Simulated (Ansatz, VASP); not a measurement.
**InGa7P8 (random alloy of the zinc-blende GaP-InP line, x = 0.125): VASP beside Ansatz**

Aim: how closely do two programs agree when they are given the same cell, functional and k mesh? Of the first pair: The structure shown is the start of the Ansatz relaxation below; VASP solves that cell, so the two are compared at the walk's first step.

Main program and level: Ansatz 0.2.0; plane waves, with VASP 6.6.1 beside it; PBE.

**1. The structure**

The cell holds 64 atoms: 28 Ga, 32 P and 4 In. Cell: a = 11.133 Å, b = 11.133 Å, c = 11.133 Å, α = 90.0°, β = 90.0°, γ = 90.0°. It derives from GaP (zinc-blende GaP-InP), repeated 2×2×2. Zinc-blende GaP-InP: 64 atoms, 4 of 32 Ga sites given to In at random, cell and internal coordinates interpolated linearly between the end members (Vegard's rule); (so at first; earlier steps may have moved the atoms), displaced by a Gaussian of 0.02 A. Lattice constants are starting values near those of PBE.

**2. Ansatz: relaxation, PBE**

Ansatz runs on its default PAW (the set named soft_2) files.

The two programs are compared at the cell with which this relaxation starts, whose forces are those of its first step.

File input.yaml:

```yaml
crystal:
  lattice:
    - [11.1325, 0.0, 0.0]
    - [0.0, 11.1325, 0.0]
    - [0.0, 0.0, 11.1325]
  atoms:
    - { symbol: Ga, position: [0.00292, 0.9989, 0.99905] }
    - { symbol: P, position: [0.12307, 0.12655, 0.12087] }
    - { symbol: Ga, position: [0.00313, 0.24863, 0.25057] }
    - { symbol: P, position: [0.12455, 0.37763, 0.3713] }
    - { symbol: Ga, position: [0.24942, 0.99931, 0.25204] }
    - { symbol: P, position: [0.37302, 0.12469, 0.37342] }
    - { symbol: Ga, position: [0.25008, 0.25105, 0.99802] }
    - { symbol: P, position: [0.37706, 0.37662, 0.1259] }
    - { symbol: Ga, position: [0.00162, 0.99877, 0.49978] }
    - { symbol: P, position: [0.12332, 0.12452, 0.62595] }
    - { symbol: Ga, position: [0.99876, 0.24929, 0.74877] }
    - { symbol: P, position: [0.12348, 0.37379, 0.87498] }
    - { symbol: Ga, position: [0.24799, 0.00042, 0.75298] }
    - { symbol: P, position: [0.37633, 0.12466, 0.87341] }
    - { symbol: Ga, position: [0.24866, 0.25304, 0.50009] }
    - { symbol: P, position: [0.37386, 0.37534, 0.62877] }
    - { symbol: Ga, position: [0.00022, 0.50111, 0.00054] }
    - { symbol: P, position: [0.12437, 0.62295, 0.12437] }
    - { symbol: Ga, position: [0.99962, 0.75105, 0.25151] }
    - { symbol: P, position: [0.12667, 0.87551, 0.37659] }
    - { symbol: In, position: [0.24864, 0.50225, 0.25092] }
    - { symbol: P, position: [0.37446, 0.62588, 0.37486] }
    - { symbol: Ga, position: [0.25203, 0.75273, 0.00393] }
    - { symbol: P, position: [0.37249, 0.87241, 0.12409] }
    - { symbol: Ga, position: [0.00029, 0.50157, 0.50057] }
    - { symbol: P, position: [0.12137, 0.62445, 0.62649] }
    - { symbol: Ga, position: [0.00041, 0.75137, 0.7496] }
    - { symbol: P, position: [0.12464, 0.87534, 0.87574] }
    - { symbol: In, position: [0.25036, 0.50021, 0.7488] }
    - { symbol: P, position: [0.37568, 0.62522, 0.87703] }
    - { symbol: Ga, position: [0.25215, 0.75033, 0.49933] }
    - { symbol: P, position: [0.37385, 0.87576, 0.62514] }
    - { symbol: Ga, position: [0.49938, 8.0e-05, 0.99889] }
    - { symbol: P, position: [0.62625, 0.1242, 0.1272] }
    - { symbol: Ga, position: [0.50072, 0.25107, 0.24803] }
    - { symbol: P, position: [0.6253, 0.37633, 0.37329] }
    - { symbol: Ga, position: [0.74952, 6.0e-05, 0.24753] }
    - { symbol: P, position: [0.87557, 0.12652, 0.37346] }
    - { symbol: Ga, position: [0.75063, 0.24764, 0.99993] }
    - { symbol: P, position: [0.8721, 0.37701, 0.12573] }
    - { symbol: Ga, position: [0.49996, 0.99861, 0.50229] }
    - { symbol: P, position: [0.62853, 0.12166, 0.62722] }
    - { symbol: In, position: [0.50292, 0.25061, 0.74785] }
    - { symbol: P, position: [0.62655, 0.37467, 0.87392] }
    - { symbol: Ga, position: [0.74779, 0.00099, 0.75142] }
    - { symbol: P, position: [0.87388, 0.12594, 0.87294] }
    - { symbol: In, position: [0.75144, 0.25008, 0.49966] }
    - { symbol: P, position: [0.87482, 0.37656, 0.62635] }
    - { symbol: Ga, position: [0.50095, 0.50025, 0.00014] }
    - { symbol: P, position: [0.62611, 0.62542, 0.12623] }
    - { symbol: Ga, position: [0.49944, 0.74563, 0.25187] }
    - { symbol: P, position: [0.62893, 0.87579, 0.37482] }
    - { symbol: Ga, position: [0.74975, 0.49979, 0.25003] }
    - { symbol: P, position: [0.87298, 0.62407, 0.37321] }
    - { symbol: Ga, position: [0.75045, 0.74947, 0.00089] }
    - { symbol: P, position: [0.87469, 0.87677, 0.12538] }
    - { symbol: Ga, position: [0.50394, 0.49659, 0.49884] }
    - { symbol: P, position: [0.62662, 0.62954, 0.62455] }
    - { symbol: Ga, position: [0.50008, 0.74959, 0.75239] }
    - { symbol: P, position: [0.62448, 0.87622, 0.87443] }
    - { symbol: Ga, position: [0.74771, 0.50056, 0.7509] }
    - { symbol: P, position: [0.87732, 0.6248, 0.87389] }
    - { symbol: Ga, position: [0.75101, 0.75043, 0.5005] }
    - { symbol: P, position: [0.87487, 0.87708, 0.62566] }
kpoints:
  mp_grid: { grid: [1, 1, 1] }
hamiltonian:
  xc: pbe
scf:
  occupations: { method: fermi_dirac, width: 0.025 }
output:
  forces: true
relax:
  f_tol: 0.04
  max_steps: 150
  cell: {}
```

Command:

```
ansatz run input.yaml --threads 4 --pin off --max-ram 8192MiB --backend cpu --events-out ev --progress --plain --runs-dir out
```

Numbers of over 12 decimals in the logs are rounded to 6 here.

The log of the run:

```text
Engine: ansatz 0.2.0, aarch64-unknown-linux-gnu
Pseudopotentials: kind: paw
Pseudopotential: Ga, paw, valence charge 13, recommended cutoff 420 eV (normal), Ga.paw.azcp
Pseudopotential: P, paw, valence charge 5, recommended cutoff 420 eV (normal), P.paw.azcp
Pseudopotential: In, paw, valence charge 13, recommended cutoff 420 eV (normal), In.paw.azcp
Functional definition: PBE
  parameter kappa = 0.804
  parameter beta = 0.066725
  exchange = pbe_x(kappa = kappa, mu = beta*pi^2/3)
  correlation = pbe_c(beta = beta)
Crystal: 64 atoms, lattice volume = 1379.679 Å³
Basis set: ecut = 420 eV, 27081 PW (Γ), exchange–correlation on 150×150×150 points (8 copies of the dense FFT grid, shifted against one another)
Bands: 352, of which v1, the nominal top of the filled ones, is band 288 counted from 1 (287 counted from 0)
Symmetry: 1 space group operations
Space group: P1 (ITA 1), of the structure as read, at distance tolerance 1.1e-4 Å
k-points: 1
Non-local potential: Ga, projectors of the file, l = 0: 2, l = 1: 2, l = 2: 3, l = 3: 1
Non-local potential: P, projectors of the file, l = 0: 2, l = 1: 2, l = 2: 2
Non-local potential: In, projectors of the file, l = 0: 2, l = 1: 2, l = 2: 2, l = 3: 2
PAW form: soft (Blöchl's): semilocal exchange-correlation on the pseudo side does not see the compensation charge
PAW one-centre angular grid: Ga, 590 points (default); XC on 64 Gauss nodes
PAW one-centre angular grid: P, 110 points (default); XC on 64 Gauss nodes
PAW one-centre angular grid: In, 590 points (default); XC on 64 Gauss nodes
Initial density: superposition of atomic densities (neutral atoms: chi_scale 0, normalization atom), corrected by the library's trained network
Initial wavefunctions: pseudopotential atomic-orbital guess
Functional: x = pbe(κ = 0.804, μ = 0.219515), c = pbe(β = 0.066725)
SCF iter   1: F=—  HF=-152516.506964 eV  |F-HF|=—  |Δ(HF+E_count)|=         —  Δρ=1.58e-3  dr2=2.85e-2  ethr=1.77e-3  ⟨swp⟩=8.0  Hψ=1488  notcnv=0  defer=26
preconditioner: auto → Resta (q_TF=auto, 2.359 Å⁻¹)  ε∞=4.0  [insulator: Δε(μ)=1.284 eV  Ē_g=13.754 eV  σ=0.025 eV  W_gap=1.00  n_scr=304 (ndim 8)  ℏωp=24.0 eV  f_vac=0.018  D(μ)=0.00/eV (n_scr^D=0)  ε∞_Penn≈4.0]
SCF iter   2: F=—  HF=-152516.439037 eV  |F-HF|=—  |Δ(HF+E_count)|=   6.79e-2  Δρ=6.44e-4  dr2=7.49e-3  ethr=4.95e-6  ⟨swp⟩=3.0  Hψ=761  notcnv=0  defer=44
SCF iter   3: F=—  HF=-152516.439788 eV  |F-HF|=—  |Δ(HF+E_count)|=   7.51e-4  Δρ=4.32e-4  dr2=1.44e-3  ethr=1.30e-6  ⟨swp⟩=2.0  Hψ=597  notcnv=0  defer=44
SCF iter   4: F=—  HF=-152516.438545 eV  |F-HF|=—  |Δ(HF+E_count)|=   1.24e-3  Δρ=1.36e-4  dr2=2.02e-4  ethr=2.51e-7  ⟨swp⟩=2.0  Hψ=587  notcnv=0  defer=44
SCF iter   5: F=—  HF=-152516.438594 eV  |F-HF|=—  |Δ(HF+E_count)|=   4.90e-5  Δρ=3.59e-5  dr2=2.23e-5  ethr=3.50e-8  ⟨swp⟩=2.0  Hψ=587  notcnv=0  defer=44
SCF iter   6: F=—  HF=-152516.437809 eV  |F-HF|=—  |Δ(HF+E_count)|=   7.84e-4  Δρ=1.81e-5  dr2=3.32e-6  ethr=3.86e-9  ⟨swp⟩=2.0  Hψ=586  notcnv=0  defer=44
SCF iter   7: F=—  HF=-152516.437811 eV  |F-HF|=—  |Δ(HF+E_count)|=   1.34e-6  Δρ=6.77e-6  dr2=9.60e-7  ethr=5.77e-10  ⟨swp⟩=2.0  Hψ=587  notcnv=0  defer=44
SCF iter   8: F=-152516.437811 eV  HF=-152516.437811 eV  |F-HF|=8.96e-8  |Δ(HF+E_count)|=   1.73e-7  Δρ=2.28e-6  dr2=8.13e-8  ethr=1.74e-11  ⟨swp⟩=3.0  Hψ=1316  notcnv=0
SCF 1 converged in 8 iterations: F = -152516.437811 eV  dr2 = 8.13e-8
  greatest PAW one-centre occupation: 0.994 electrons in one spin orbital (limit 2), on the Ga atom at site 56 (counted from 0), in its partial waves of l = 2
relax step   1: F+E_penalty+E_count = -152516.43781089 eV  Δ(F+E_penalty+E_count) = +0.000e0 eV  max|allowed force component| = 2.549e0 eV/Å  Δτ_max = 0.0000 Å  P = +0.756 GPa  Ω = 1379.679 Å³  (8 SCF iters, dr2 threshold 1.00e-7 eV, accepted)
Crystal: 64 atoms, lattice volume = 1389.394 Å³
Basis set: ecut = 420 eV, 27189 PW (Γ), exchange–correlation on 150×150×150 points (8 copies of the dense FFT grid, shifted against one another)
Initial density: handed on by an earlier stage of this run
Initial wavefunctions: those handed on with the density
iter 1 solved again at ethr=9.11e-5 eV; its pass at ethr=3.10e-3 eV (dr2=5.25e-1 eV) is discarded
SCF iter   1: F=—  HF=-152518.383384 eV  |F-HF|=—  |Δ(HF+E_count)|=         —  Δρ=7.17e-3  dr2=5.23e-1  ethr=9.11e-5  ⟨swp⟩=5.0  Hψ=1771  notcnv=0  defer=6
preconditioner: auto → Resta (q_TF=auto, 2.356 Å⁻¹)  ε∞=4.0  [insulator: Δε(μ)=1.247 eV  Ē_g=13.733 eV  σ=0.025 eV  W_gap=1.00  n_scr=304 (ndim 8)  ℏωp=23.9 eV  f_vac=0.020  D(μ)=0.00/eV (n_scr^D=0)  ε∞_Penn≈4.0]
SCF iter   2: F=—  HF=-152518.323229 eV  |F-HF|=—  |Δ(HF+E_count)|=   6.02e-2  Δρ=3.74e-3  dr2=1.20e-1  ethr=9.08e-5  ⟨swp⟩=5.0  Hψ=549  notcnv=0  defer=6
SCF iter   3: F=—  HF=-152518.320125 eV  |F-HF|=—  |Δ(HF+E_count)|=   3.10e-3  Δρ=6.76e-4  dr2=5.71e-3  ethr=2.09e-5  ⟨swp⟩=2.0  Hψ=465  notcnv=0  defer=53
[...]
atom  11  Ga     0.00126203     0.00126775    -0.00016972
  atom  12  P     -0.00154712     0.00072113     0.00090771
  atom  13  Ga     0.00155289     0.00009845    -0.00001448
  atom  14  P     -0.00048984    -0.00269994     0.00132056
  atom  15  Ga    -0.00069967     0.00167668     0.00093506
  atom  16  P      0.00012850    -0.00084805    -0.00092260
  atom  17  Ga    -0.00242336    -0.00017991    -0.00253061
  atom  18  P      0.00148557     0.00067084     0.00303200
  atom  19  Ga    -0.00062782    -0.00068988    -0.00141569
  atom  20  P     -0.00004511     0.00035493    -0.00097227
  atom  21  In     0.00098214    -0.00144549     0.00041290
  atom  22  P     -0.00074395     0.00269621    -0.00083061
  atom  23  Ga     0.00026316    -0.00026013    -0.00242540
  atom  24  P     -0.00118552    -0.00107030    -0.00076178
  atom  25  Ga     0.00045670    -0.00147497     0.00207297
  atom  26  P      0.00066568     0.00044695     0.00163394
  atom  27  Ga    -0.00041353    -0.00241618     0.00047324
  atom  28  P     -0.00059396     0.00111926     0.00036007
  atom  29  In    -0.00021463    -0.00116265    -0.00247688
  atom  30  P      0.00061340     0.00415756     0.00107318
  atom  31  Ga    -0.00031752    -0.00246331     0.00076308
  atom  32  P      0.00079749    -0.00070662    -0.00113904
  atom  33  Ga     0.00139525     0.00201061    -0.00180659
  atom  34  P      0.00059573    -0.00300319     0.00206570
[...]
atom  57  Ga     0.00037360     0.00056644    -0.00014727
  atom  58  P      0.00069945     0.00280428    -0.00082497
  atom  59  Ga    -0.00021949     0.00043313     0.00036504
  atom  60  P      0.00055190     0.00117534    -0.00048182
  atom  61  Ga     0.00119002    -0.00042897     0.00183294
  atom  62  P     -0.00035903     0.00194508     0.00106252
  atom  63  Ga    -0.00102999    -0.00131759     0.00096362
  atom  64  P     -0.00055447     0.00029491    -0.00192363
  max |Σ_I F_I| component: 1.26e-6 eV/Å
--- Stress (GPa, compression-positive) ---
        0.003789      -0.000056       0.000496
       -0.000056       0.001649       0.000333
        0.000496       0.000333       0.002889
  P = ⅓ Tr σ = 0.0028 GPa (0.028 kbar)
--- Relaxed structure (4 steps of the walk, 4 accepted, 1 SCFs on fresh bases) ---
  F+E_penalty+E_count = -152518.39527544 eV   max|allowed force component| = 4.158e-3 eV/Å   (the final SCF, on the basis selected at the relaxed cell)
  cell:  # Å, volume = 1382.1868 Å³
    - [11.134024, 0.00173274, 0.00082859]
    - [0.00173274, 11.143040, 6.8393700543107824e-6]
    - [0.00082859, 6.8393700543107824e-6, 11.140660]
  atoms:
    - { symbol: Ga, position: [-0.000249941, 0.999985, 0.999831] }
    - { symbol: P, position: [0.124649, 0.123316, 0.126241] }
    - { symbol: Ga, position: [-0.000262289, 0.247484, 0.248634] }
    - { symbol: P, position: [0.116470, 0.368191, 0.381094] }
    - { symbol: Ga, position: [0.250217, 0.999965, 0.250217] }
    - { symbol: P, position: [0.375495, 0.123945, 0.373856] }
    - { symbol: Ga, position: [0.248087, 0.245324, 1.002349] }
    - { symbol: P, position: [0.381218, 0.368362, 0.116519] }
    - { symbol: Ga, position: [0.00227167, 0.997958, 0.499706] }
    - { symbol: P, position: [0.124816, 0.124158, 0.626143] }
    - { symbol: Ga, position: [1.000035, 0.248299, 0.752901] }
    - { symbol: P, position: [0.119298, 0.368263, 0.883548] }
    - { symbol: Ga, position: [0.247691, -0.00202417, 0.750447] }
    - { symbol: P, position: [0.367448, 0.116544, 0.881921] }
    - { symbol: Ga, position: [0.247934, 0.246082, 0.497651] }
    - { symbol: P, position: [0.375234, 0.375406, 0.609912] }
    - { symbol: Ga, position: [-0.00364649, 0.500323, 0.000591592] }
    - { symbol: P, position: [0.118306, 0.632131, 0.118179] }
    - { symbol: Ga, position: [0.998081, 0.752124, 0.249398] }
    - { symbol: P, position: [0.125856, 0.875172, 0.373592] }
    - { symbol: In, position: [0.250034, 0.499962, 0.250094] }
    - { symbol: P, position: [0.380744, 0.634870, 0.380512] }
    - { symbol: Ga, position: [0.250087, 0.754187, 0.000240826] }
    - { symbol: P, position: [0.375117, 0.875183, 0.127203] }
    - { symbol: Ga, position: [-0.00225192, 0.502455, 0.500292] }
    - { symbol: P, position: [0.118362, 0.634298, 0.617667] }
    - { symbol: Ga, position: [-0.00170376, 0.752525, 0.749476] }
    - { symbol: P, position: [0.123713, 0.875050, 0.874300] }
    - { symbol: In, position: [0.248217, 0.502106, 0.750129] }
    - { symbol: P, position: [0.382120, 0.632101, 0.882260] }
    - { symbol: Ga, position: [0.250098, 0.754896, 0.500000] }
    - { symbol: P, position: [0.374301, 0.875190, 0.626637] }
    - { symbol: Ga, position: [0.499862, -0.00201779, 1.002424] }
    - { symbol: P, position: [0.626284, 0.124105, 0.124692] }
    - { symbol: Ga, position: [0.500191, 0.248288, 0.247240] }
    - { symbol: P, position: [0.618944, 0.382238, 0.366598] }
    - { symbol: Ga, position: [0.750435, -0.00198987, 0.247761] }
    - { symbol: P, position: [0.881716, 0.116489, 0.367576] }
    - { symbol: Ga, position: [0.752321, 0.250477, 1.002214] }
    - { symbol: P, position: [0.875203, 0.375215, 0.127354] }
    - { symbol: Ga, position: [0.498387, 0.995805, 0.498263] }
    - { symbol: P, position: [0.626027, 0.109995, 0.624641] }
    - { symbol: In, position: [0.500039, 0.248647, 0.752053] }
    - { symbol: P, position: [0.633469, 0.382341, 0.881078] }
    - { symbol: Ga, position: [0.751798, -0.0041232, 0.751927] }
    - { symbol: P, position: [0.873869, 0.124053, 0.875299] }
    - { symbol: In, position: [0.752130, 0.250677, 0.498126] }
    - { symbol: P, position: [0.881292, 0.382297, 0.633595] }
    - { symbol: Ga, position: [0.504795, 0.502647, 0.00216072] }
    - { symbol: P, position: [0.626397, 0.627994, 0.126111] }
    - { symbol: Ga, position: [0.502390, 0.752845, 0.250421] }
    - { symbol: P, position: [0.626597, 0.875284, 0.374242] }
    - { symbol: Ga, position: [0.749920, 0.502541, 0.248084] }
    - { symbol: P, position: [0.874056, 0.625533, 0.373938] }
    - { symbol: Ga, position: [0.750393, 0.750775, 0.000160305] }
    - { symbol: P, position: [0.874410, 0.875260, 0.123687] }
    - { symbol: Ga, position: [0.502016, 0.504888, 0.497259] }
    - { symbol: P, position: [0.626223, 0.625563, 0.626162] }
    - { symbol: Ga, position: [0.502224, 0.752121, 0.750842] }
    - { symbol: P, position: [0.625908, 0.875177, 0.876608] }
    - { symbol: Ga, position: [0.752789, 0.504974, 0.752676] }
    - { symbol: P, position: [0.875839, 0.627964, 0.875577] }
    - { symbol: Ga, position: [0.750271, 0.750255, 0.500022] }
    - { symbol: P, position: [0.875233, 0.875231, 0.624517] }
```

(Part 1 of 2 ends here.)

[Lines on the potential files, build, host, timing and source positions are cut from VASP's logs without a mark.]

[Logs are printed without paths, hosts, clocks, repeated set-up lines and the standing remarks that a program may print on its own settings, such as how far it seeks lower states.]

[Hosts, paths, dates, database ids (printed as entryN), source tags and the programs' standing remarks are cut or masked in the printed files.]
